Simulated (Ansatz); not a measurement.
**VO₂: from the end of a run back to its start**

VO₂ is taken as a measured crystal structure (space group P4_2/mnm), 6 atoms in the cell. Source: COD entry 1537412; it may be a high-temperature, high-pressure or metastable form.

```
CELL_PARAMETERS angstrom
4.51700 0.00000 0.00000
0.00000 4.51700 0.00000
0.00000 0.00000 2.87200
ATOMIC_POSITIONS crystal
O 0.30000 0.30000 0.00000
O 0.20000 0.80000 0.50000
O 0.70000 0.70000 0.00000
O 0.80000 0.20000 0.50000
V 0.00000 0.00000 0.00000
V 0.50000 0.50000 0.50000
```

Atoms are numbered from 1 in the order listed.

These are results of Ansatz development build ahead of 0.2.0, DFT, r2SCAN+U, PAW, plane waves, scalar-relativistic, not measurements.

| Setting | Value |
| --- | --- |
| Hubbard term (Dudarev form) | U − J = 3.25 eV on V d, on Löwdin-orthonormalised all-electron atomic orbitals |
| Plane-wave cutoff | 500 eV |
| k-point mesh | 4×4×7 (Γ-centred) |
| Occupations | Gaussian smearing, 0.05 eV |

The total moment includes the space between the atomic spheres.

A static U favours moments and orbital order; the result depends on U and need not be the measured state.

The mesh is too coarse to rank close states of a metal with certainty: differences of some tens of meV/atom may change, at times in sign.

Plain SCF: the run stops at the first self-consistent solution. Ends within 0.2 meV/atom and 0.1 μB count as one state.

One run gave this history:

```tsv
iteration	Harris–Foulkes energy + 8107 (eV)	largest residual (eV)	M (μB)	absolute moment (μB)
1	0.5066	2.52e+00	2.00	2.42
2	0.1246	8.49e-01	2.00	2.81
3	-0.1579	4.33e-01	2.00	3.04
4	-0.3447	8.08e-02	2.00	3.08
5	-0.4467	3.45e-02	2.00	3.21
6	-0.5351	8.60e-02	2.00	3.34
8	-0.6689	2.28e-02	2.00	3.39
11	-0.5372	2.17e-02	2.00	3.39
15	-0.5898	7.66e-03	2.00	3.53
18	-0.5879	2.96e-03	2.00	3.51
22	-0.5479	3.03e-03	2.00	3.59
25	-0.5637	4.10e-03	2.00	3.60
29	-0.5990	5.90e-03	2.00	3.50
32	-0.5365	2.39e-02	2.00	3.48
36	-0.5422	6.99e-03	2.00	3.58
39	-0.5339	1.29e-03	2.00	3.56
43	-1.4313	4.01e-06	2.00	2.48
46	-1.4313	3.82e-09	2.00	2.48
```

It ended ferromagnetic, site moments O1 -0.05, O2 -0.05, O3 -0.05, O4 -0.05, V5 0.88, V6 0.88 μB, total 2.00 μB per cell, a gap of 1.29 eV on the k-mesh.

Q: These set-ups ended in different states. Which one gave the run above?
A. usual moments times 0.4, signs ++, plain SCF [V5 0.80, V6 0.80 μB]
B. spin on, no moments given (the program may seed its own), plain SCF
C. parallel moments scaled by 0.03, plain SCF [V5 0.06, V6 0.06 μB]
D. a moment on one site alone, plain SCF [V6 2.00 μB]

A: A. The others ended as follows, with energies against this run: “a moment on one site alone, plain SCF” ferromagnetic with opposed moments on main-group atoms, +121 meV/atom; “spin on, no moments given (the program may seed its own), plain SCF” ferromagnetic with opposed moments on main-group atoms, +41.0 meV/atom; “parallel moments scaled by 0.03, plain SCF” ferromagnetic with opposed moments on main-group atoms, +130 meV/atom.
